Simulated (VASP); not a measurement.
# Ba8O7 (a cell with a defect): single point with PBE

Crystal: Ba8O7 (a cell with a defect).

```
Ba O
1.0
     0.00000    5.55716    5.55716
     5.55716    0.00000    5.55716
     5.55716    5.55716    0.00000
Ba O
8 7
Direct
  0.98476 0.99931 0.00752
  0.02479 0.00917 0.48256
  0.00065 0.49946 0.97744
  0.00059 0.49943 0.52163
  0.50303 0.99693 0.97094
  0.50298 0.99690 0.52824
  0.49085 0.47519 0.01655
  0.50069 0.51516 0.49164
  0.24526 0.25483 0.74954
  0.24431 0.74827 0.24684
  0.24426 0.74832 0.75967
  0.75173 0.25571 0.25230
  0.75178 0.25569 0.73938
  0.37001 0.13016 0.24947
  0.77178 0.72826 0.74955
```

```yaml
Program: VASP 6.6.1
Task: single point
Functional: PBE
Potentials_or_basis: VASP PAW PBE potentials, release 64 (Ba_sv, O)
Cutoff: 520 eV
k_mesh: 2 × 2 × 2
Occupations: gaussian, width 0.1 eV
Spin: no spin polarisation
```

| Property | Result |
| --- | --- |
| Pressure | 3.5 GPa |
| Largest force | 1.308 eV/Å |
| Band gap on the k mesh | none (metal or under the smearing width) |

Forces in eV/Å, atoms in the order of the input:
```
Ba  -0.073  0.075  0.147
Ba   0.006 -0.007 -0.056
Ba   0.104  0.300 -0.003
Ba  -0.301 -0.104 -0.001
Ba  -0.131  0.123  0.000
Ba  -0.122  0.132  0.001
Ba   0.006 -0.005  0.057
Ba  -0.076  0.075 -0.145
O   -0.131  0.131 -0.001
O   -0.039  0.043  0.012
O   -0.044  0.039  0.015
O   -0.045  0.037 -0.014
O   -0.038  0.043 -0.012
O    0.924 -0.926 -0.001
O   -0.041  0.043  0.000
```

Stress tensor (GPa, compression positive):
```
4.40 1.06 0.00
1.06 4.40 0.00
0.00 0.00 1.68
```

Levels at points of the mesh, in eV from the Fermi level:
```
           k point  band 58  band 59  band 60  band 61  band 62  band 63
(0.00, 0.00, 0.00)    -2.53    -2.47    -2.46    -0.85    -0.49    -0.20
(0.50, 0.00, 0.00)    -3.11    -3.11    -2.91     0.04     0.46     0.72
(0.00, 0.50, 0.00)    -3.11    -3.11    -2.91     0.04     0.46     0.72
(0.00, 0.00, 0.50)    -3.09    -3.09    -2.79     0.05     0.37     0.66
(0.50, 0.50, 0.50)    -3.09    -3.09    -2.79     0.05     0.37     0.66
(0.50, 0.50, 0.00)    -2.68    -2.62    -2.61    -0.36     0.57     0.59
(0.00, 0.50, 0.50)    -2.63    -2.62    -2.56    -0.31     0.41     0.69
(0.50, 0.00, 0.50)    -2.63    -2.62    -2.56    -0.31     0.41     0.69
```

It took 5.5 min on 1 thread of Intel(R) Xeon(R) 6975P-C (Granite Rapids) (shared host), peak memory 0.52 GiB.

Caveat: the k mesh is coarse (spacing up to 0.49 Å⁻¹), so the values aren't converged. The run has no spin-orbit coupling, so splittings on Ba are missing.
